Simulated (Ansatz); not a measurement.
# Co (P6_3/mmc) in Ansatz: notebook, part 2 of 2

Ansatz 0.2.0.

## 3. Single point, B3LYP5, collinear spin, ferromagnetic start, 10.21 Å³/atom (volume scaled by 0.96)

The input, input.yaml:

```yaml
crystal:
  lattice:
    - [2.4385904036, 0.0, 0.0]
    - [-1.2192952018, 2.1118812389, 0.0]
    - [0.0, 0.0, 3.9667976331]
  atoms:
    - { symbol: Co, position: [0.6666666667, 0.3333333333, 0.75], spin: 2.0 }
    - { symbol: Co, position: [0.3333333333, 0.6666666667, 0.25], spin: 2.0 }
hamiltonian:
  xc: b3lyp5
  pseudopotentials: { kind: paw }
magnetization:
  spin_polarized: true
kpoints:
  mp_grid: { grid: [6, 6, 4] }
scf:
  occupations: { method: fermi_dirac, width: 0.05 }
output:
  forces: true
  stress: true
  eigenvalues: true
```

Potentials or basis: Ansatz PAW.

On the command line:

```sh
$ ansatz run input.yaml --threads 2 --pin off --max-ram 5632MiB --backend cpu --events-out ev --progress --plain --runs-dir out
```

Run time: 25 s. Hardware: 2 threads of Intel Xeon at 2.80GHz (Skylake/Cascade Lake), shared host; peak memory 0.65 GiB.

The run converged. Its results:

```yaml
Free_energy: -10256.8729 eV
Pressure: 17.7 GPa
Band_gap_on_the_k_mesh: none (metal or under the smearing width)
Net_moment: 3.35 μB per cell
Absolute_moment: 4.12 μB per cell
Site_moments: Co +1.83 μB
```

Caveat: the k mesh is coarse (spacing up to 0.50 Å⁻¹), so the values aren't converged, least of all with exact exchange; the magnetic or orbital state may not be the lowest; the PAW data sets come from PBE, with cores solved anew for the run's functional, which leaves a small shift of forces and pressure; the thresholds are loose for stress.

## 4. Single point, B3LYP5, collinear spin, ferromagnetic start, 10.43 Å³/atom (volume scaled by 0.98)

Changes to input.yaml since step 3:

```diff
@@ -2,5 +2,5 @@
   lattice:
-    - [2.4385904036, 0.0, 0.0]
-    - [-1.2192952018, 2.1118812389, 0.0]
-    - [0.0, 0.0, 3.9667976331]
+    - [2.4554087999, 0.0, 0.0]
+    - [-1.2277044, 2.1264463974, 0.0]
+    - [0.0, 0.0, 3.9941557227]
   atoms:
```

On the command line:

```sh
$ ansatz run input.yaml --threads 2 --pin off --max-ram 5632MiB --backend cpu --events-out ev --progress --plain --runs-dir out
```

It took 28 s on 2 threads of Intel Xeon at 2.80GHz (Skylake/Cascade Lake), shared host; peak memory 0.69 GiB.

The run converged. Its results:

| Property | Result |
| --- | --- |
| Free energy | -10256.9120 eV |
| Pressure | 11.8 GPa |
| Band gap on the k mesh | none (metal or under the smearing width) |
| Net moment | 3.35 μB per cell |
| Absolute moment | 4.14 μB per cell |
| Site moments | Co +1.84 μB |

Caveat: the k mesh is coarse (spacing up to 0.49 Å⁻¹), so the values aren't converged, least of all with exact exchange; the magnetic or orbital state may not be the lowest; the PAW data sets come from PBE, with cores solved anew for the run's functional, which leaves a small shift of forces and pressure; the thresholds are loose for stress.

## 5. Single point, B3LYP5, collinear spin, ferromagnetic start, 10.64 Å³/atom

Changes to input.yaml since step 4:

```diff
@@ -2,5 +2,5 @@
   lattice:
-    - [2.4554087999, 0.0, 0.0]
-    - [-1.2277044, 2.1264463974, 0.0]
-    - [0.0, 0.0, 3.9941557227]
+    - [2.4719999032, 0.0, 0.0]
+    - [-1.2359999516, 2.1408147143, 0.0]
+    - [0.0, 0.0, 4.02114408]
   atoms:
```

On the command line:

```sh
$ ansatz run input.yaml --threads 2 --pin off --max-ram 5632MiB --backend cpu --events-out ev --progress --plain --runs-dir out
```

Run time: 30 s. Hardware: 2 threads of Intel Xeon at 2.80GHz (Skylake/Cascade Lake), shared host; peak memory 0.68 GiB.

Results (log left out):

| Quantity | Value |
| --- | --- |
| Free energy | -10256.9364 eV |
| Pressure | 6.6 GPa |
| Band gap on the k mesh | none (metal or under the smearing width) |
| Net moment | 3.35 μB per cell |
| Absolute moment | 4.17 μB per cell |
| Site moments | Co +1.84 μB |

Caveat: the k mesh is coarse (spacing up to 0.49 Å⁻¹), so the values aren't converged, least of all with exact exchange; the magnetic or orbital state may not be the lowest; the PAW data sets come from PBE, with cores solved anew for the run's functional, which leaves a small shift of forces and pressure; the thresholds are loose for stress.

## 6. Single point, B3LYP5, collinear spin, ferromagnetic start, 10.85 Å³/atom (volume scaled by 1.02)

Changes to input.yaml since step 5:

```diff
@@ -2,5 +2,5 @@
   lattice:
-    - [2.4719999032, 0.0, 0.0]
-    - [-1.2359999516, 2.1408147143, 0.0]
-    - [0.0, 0.0, 4.02114408]
+    - [2.4883712406, 0.0, 0.0]
+    - [-1.2441856203, 2.1549927084, 0.0]
+    - [0.0, 0.0, 4.0477749493]
   atoms:
```

Potentials or basis: Ansatz PAW.

On the command line:

```sh
$ ansatz run input.yaml --threads 2 --pin off --max-ram 5632MiB --backend cpu --events-out ev --progress --plain --runs-dir out
```

It took 33 s on 2 threads of Intel Xeon at 2.80GHz (Skylake/Cascade Lake), shared host; peak memory 0.7 GiB.

Results (log left out):

- Free energy: -10256.9689 eV
- Pressure: 3.7 GPa
- Band gap on the k mesh: none (metal or under the smearing width)
- Net moment: 3.53 μB per cell
- Absolute moment: 4.29 μB per cell
- Site moments: Co +1.92 μB

Caveat: the k mesh is coarse (spacing up to 0.49 Å⁻¹), so the values aren't converged, least of all with exact exchange; the magnetic or orbital state may not be the lowest; the PAW data sets come from PBE, with cores solved anew for the run's functional, which leaves a small shift of forces and pressure; the thresholds are loose for stress.

## 7. Single point, B3LYP5, collinear spin, ferromagnetic start, 11.07 Å³/atom (volume scaled by 1.04)

Changes to input.yaml since step 6:

```diff
@@ -2,5 +2,5 @@
   lattice:
-    - [2.4883712406, 0.0, 0.0]
-    - [-1.2441856203, 2.1549927084, 0.0]
-    - [0.0, 0.0, 4.0477749493]
+    - [2.5045299482, 0.0, 0.0]
+    - [-1.2522649741, 2.1689865596, 0.0]
+    - [0.0, 0.0, 4.0740599388]
   atoms:
@@ -21 +21,5 @@
   eigenvalues: true
+  write_density: true
+  write_potential: true
+  elf: true
+  volumetric_format: npy
```

On the command line:

```sh
$ ansatz run input.yaml --threads 2 --pin off --max-ram 5632MiB --backend cpu --events-out ev --progress --plain --runs-dir out
```

It took 33 s on 2 threads of Intel Xeon at 2.80GHz (Skylake/Cascade Lake), shared host; peak memory 0.71 GiB.

It converged, with:

- Free energy: -10256.9732 eV
- Pressure: -0.5 GPa
- Band gap on the k mesh: none (metal or under the smearing width)
- Net moment: 3.53 μB per cell
- Absolute moment: 4.31 μB per cell
- Site moments: Co +1.93 μB

Caveat: the k mesh is coarse (spacing up to 0.48 Å⁻¹), so the values aren't converged, least of all with exact exchange; the magnetic or orbital state may not be the lowest; the PAW data sets come from PBE, with cores solved anew for the run's functional, which leaves a small shift of forces and pressure; the thresholds are loose for stress.

## 8. Single point, B3LYP5, collinear spin, ferromagnetic start, 11.28 Å³/atom (volume scaled by 1.06)

Changes to input.yaml since step 7:

```diff
@@ -2,5 +2,5 @@
   lattice:
-    - [2.5045299482, 0.0, 0.0]
-    - [-1.2522649741, 2.1689865596, 0.0]
-    - [0.0, 0.0, 4.0740599388]
+    - [2.5204827983, 0.0, 0.0]
+    - [-1.2602413992, 2.1828021331, 0.0]
+    - [0.0, 0.0, 4.1000100648]
   atoms:
@@ -21,5 +21 @@
   eigenvalues: true
-  write_density: true
-  write_potential: true
-  elf: true
-  volumetric_format: npy
```

On the command line:

```sh
$ ansatz run input.yaml --threads 2 --pin off --max-ram 5632MiB --backend cpu --events-out ev --progress --plain --runs-dir out
```

It took 32 s on 2 threads of Intel Xeon at 2.80GHz (Skylake/Cascade Lake), shared host; peak memory 0.7 GiB.

The run converged. Its results:

| Quantity | Value |
| --- | --- |
| Free energy | -10256.9667 eV |
| Pressure | -4.4 GPa |
| Band gap on the k mesh | none (metal or under the smearing width) |
| Net moment | 3.53 μB per cell |
| Absolute moment | 4.34 μB per cell |
| Site moments | Co +1.93 μB |

Caveat: the k mesh is coarse (spacing up to 0.48 Å⁻¹), so the values aren't converged, least of all with exact exchange; the magnetic or orbital state may not be the lowest; the PAW data sets come from PBE, with cores solved anew for the run's functional, which leaves a small shift of forces and pressure; the thresholds are loose for stress.

## 9. Equation of state, B3LYP5, collinear spin, ferromagnetic start

Potentials or basis: Ansatz PAW.

No new run: the results of the series are fitted here.

Results:

```yaml
Equilibrium_volume: "11.10 Å³/atom (rough: see the caveat)"
Bulk_modulus_at_fixed_shape_and_positions: 257 GPa (rough)
```

Energy against volume, from the lowest point:
| volume (Å³/atom) | energy (meV/atom) |
| --- | --- |
| 10.002 | 77.89 |
| 10.215 | 50.14 |
| 10.427 | 30.59 |
| 10.640 | 18.41 |
| 10.853 | 2.13 |
| 11.066 | 0.00 |
| 11.279 | 3.24 |

Caveat: the k mesh is coarse (spacing up to 0.49 Å⁻¹), so the values aren't converged, least of all with exact exchange; the potentials were made for another functional, which shifts forces and pressure; the magnetic or orbital state may not be the lowest; the fit is doubtful: noisy points or a state that changes with volume; the cell was scaled at fixed shape and fractional positions, which overstates the stiffness of a crystal with free parameters, most of all of layers and chains.
